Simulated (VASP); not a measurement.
Wanted: the native input for a VASP 6.6.1 run.

```yaml
Task: band structure
Functional: LDA
Potentials_or_basis: VASP PAW LDA potentials, release 64 (Pb_d)
Cutoff: 520 eV
k_mesh: 14 × 14 × 14
Occupations: methfessel-paxton, width 0.1 eV
Spin: no spin polarisation
Further_INCAR_settings: ALGO = Fast; EDIFF = 1e-06; NBANDS = 13
```

The structure of Pb lies in POSCAR:

```
Pb                                      
1.0
    0.0000000000      2.4430577023      2.4430577023
    2.4430577023      0.0000000000      2.4430577023
    2.4430577023      2.4430577023      0.0000000000
  Pb            
     1
Direct
     0.0000000000000000    0.0000000000000000    0.0000000000000000
```

The input as run:

INCAR

```
PREC = Accurate
ENCUT = 520
EDIFF = 1E-6
ISMEAR = 1
SIGMA = 0.1
LREAL = F
LASPH = T
NELM = 80
ALGO = Fast
ISIF = 2
LWAVE = F
LCHARG = F
NBANDS = 13
ICORELEVEL = 1
```

KPOINTS

```
Automatic mesh
0
Gamma
  14 14 14
```

KPOINTS_OPT

```
explicit points
106
Reciprocal
 0.0000000000  0.0000000000  0.0000000000 1
 0.0555555556  0.0000000000  0.0555555556 1
 0.1111111111  0.0000000000  0.1111111111 1
 0.1666666667  0.0000000000  0.1666666667 1
 0.2222222222  0.0000000000  0.2222222222 1
 0.2777777778  0.0000000000  0.2777777778 1
 0.3333333333  0.0000000000  0.3333333333 1
 0.3888888889  0.0000000000  0.3888888889 1
 0.4444444444  0.0000000000  0.4444444444 1
 0.5000000000  0.0000000000  0.5000000000 1
 0.5000000000  0.0000000000  0.5000000000 1
 0.5000000000  0.0277777778  0.5277777778 1
 0.5000000000  0.0555555556  0.5555555556 1
 0.5000000000  0.0833333333  0.5833333333 1
 0.5000000000  0.1111111111  0.6111111111 1
 0.5000000000  0.1388888889  0.6388888889 1
 0.5000000000  0.1666666667  0.6666666667 1
 0.5000000000  0.1944444444  0.6944444444 1
 0.5000000000  0.2222222222  0.7222222222 1
 0.5000000000  0.2500000000  0.7500000000 1
 0.5000000000  0.2500000000  0.7500000000 1
 0.4861111111  0.2638888889  0.7500000000 1
 0.4722222222  0.2777777778  0.7500000000 1
 0.4583333333  0.2916666667  0.7500000000 1
 0.4444444444  0.3055555556  0.7500000000 1
 0.4305555556  0.3194444444  0.7500000000 1
 0.4166666667  0.3333333333  0.7500000000 1
 0.4027777778  0.3472222222  0.7500000000 1
 0.3888888889  0.3611111111  0.7500000000 1
 0.3750000000  0.3750000000  0.7500000000 1
 0.3750000000  0.3750000000  0.7500000000 1
 0.3333333333  0.3333333333  0.6666666667 1
 0.2916666667  0.2916666667  0.5833333333 1
 0.2500000000  0.2500000000  0.5000000000 1
 0.2083333333  0.2083333333  0.4166666667 1
 0.1666666667  0.1666666667  0.3333333333 1
 0.1250000000  0.1250000000  0.2500000000 1
 0.0833333333  0.0833333333  0.1666666667 1
 0.0416666667  0.0416666667  0.0833333333 1
 0.0000000000  0.0000000000  0.0000000000 1
 0.0000000000  0.0000000000  0.0000000000 1
 0.0555555556  0.0555555556  0.0555555556 1
 0.1111111111  0.1111111111  0.1111111111 1
 0.1666666667  0.1666666667  0.1666666667 1
 0.2222222222  0.2222222222  0.2222222222 1
 0.2777777778  0.2777777778  0.2777777778 1
 0.3333333333  0.3333333333  0.3333333333 1
 0.3888888889  0.3888888889  0.3888888889 1
 0.4444444444  0.4444444444  0.4444444444 1
 0.5000000000  0.5000000000  0.5000000000 1
 0.5000000000  0.5000000000  0.5000000000 1
 0.5138888889  0.4722222222  0.5138888889 1
 0.5277777778  0.4444444444  0.5277777778 1
 0.5416666667  0.4166666667  0.5416666667 1
 0.5555555556  0.3888888889  0.5555555556 1
 0.5694444444  0.3611111111  0.5694444444 1
 0.5833333333  0.3333333333  0.5833333333 1
 0.5972222222  0.3055555556  0.5972222222 1
 0.6111111111  0.2777777778  0.6111111111 1
 0.6250000000  0.2500000000  0.6250000000 1
 0.6250000000  0.2500000000  0.6250000000 1
 0.6111111111  0.2500000000  0.6388888889 1
 0.5972222222  0.2500000000  0.6527777778 1
 0.5833333333  0.2500000000  0.6666666667 1
 0.5694444444  0.2500000000  0.6805555556 1
 0.5555555556  0.2500000000  0.6944444444 1
 0.5416666667  0.2500000000  0.7083333333 1
 0.5277777778  0.2500000000  0.7222222222 1
 0.5138888889  0.2500000000  0.7361111111 1
 0.5000000000  0.2500000000  0.7500000000 1
 0.5000000000  0.2500000000  0.7500000000 1
 0.5000000000  0.2777777778  0.7222222222 1
 0.5000000000  0.3055555556  0.6944444444 1
 0.5000000000  0.3333333333  0.6666666667 1
 0.5000000000  0.3611111111  0.6388888889 1
 0.5000000000  0.3888888889  0.6111111111 1
 0.5000000000  0.4166666667  0.5833333333 1
 0.5000000000  0.4444444444  0.5555555556 1
 0.5000000000  0.4722222222  0.5277777778 1
 0.5000000000  0.5000000000  0.5000000000 1
 0.5000000000  0.5000000000  0.5000000000 1
 0.4861111111  0.4861111111  0.5277777778 1
 0.4722222222  0.4722222222  0.5555555556 1
 0.4583333333  0.4583333333  0.5833333333 1
 0.4444444444  0.4444444444  0.6111111111 1
 0.4305555556  0.4305555556  0.6388888889 1
 0.4166666667  0.4166666667  0.6666666667 1
 0.4027777778  0.4027777778  0.6944444444 1
 0.3888888889  0.3888888889  0.7222222222 1
 0.3750000000  0.3750000000  0.7500000000 1
 0.6250000000  0.2500000000  0.6250000000 1
 0.6111111111  0.2222222222  0.6111111111 1
 0.5972222222  0.1944444444  0.5972222222 1
 0.5833333333  0.1666666667  0.5833333333 1
 0.5694444444  0.1388888889  0.5694444444 1
 0.5555555556  0.1111111111  0.5555555556 1
 0.5416666667  0.0833333333  0.5416666667 1
 0.5277777778  0.0555555556  0.5277777778 1
 0.5138888889  0.0277777778  0.5138888889 1
 0.5000000000  0.0000000000  0.5000000000 1
 0.0000000000  0.0000000000  0.0000000000 1
 0.3750000000  0.3750000000  0.7500000000 1
 0.5000000000  0.5000000000  0.5000000000 1
 0.6250000000  0.2500000000  0.6250000000 1
 0.5000000000  0.2500000000  0.7500000000 1
 0.5000000000  0.0000000000  0.5000000000 1
```

Potentials or basis: VASP PAW LDA potentials, release 64 (Pb_d).

The run is started by

```console
$ cat potpaw_LDA.64/Pb_d/POTCAR > POTCAR
$ mpirun -np 1 vasp_std > vasp.out
```

It gave:

The pressure is 0.0 GPa. The band gap along the path is none (metal or under the smearing width).

Caveat: spin-orbit coupling is left out, which moves the levels of the heavy elements.

Wall time 28 s on 1 thread of Intel(R) Xeon(R) 6975P-C (Granite Rapids), on a shared host, peak memory 0.18 GiB.
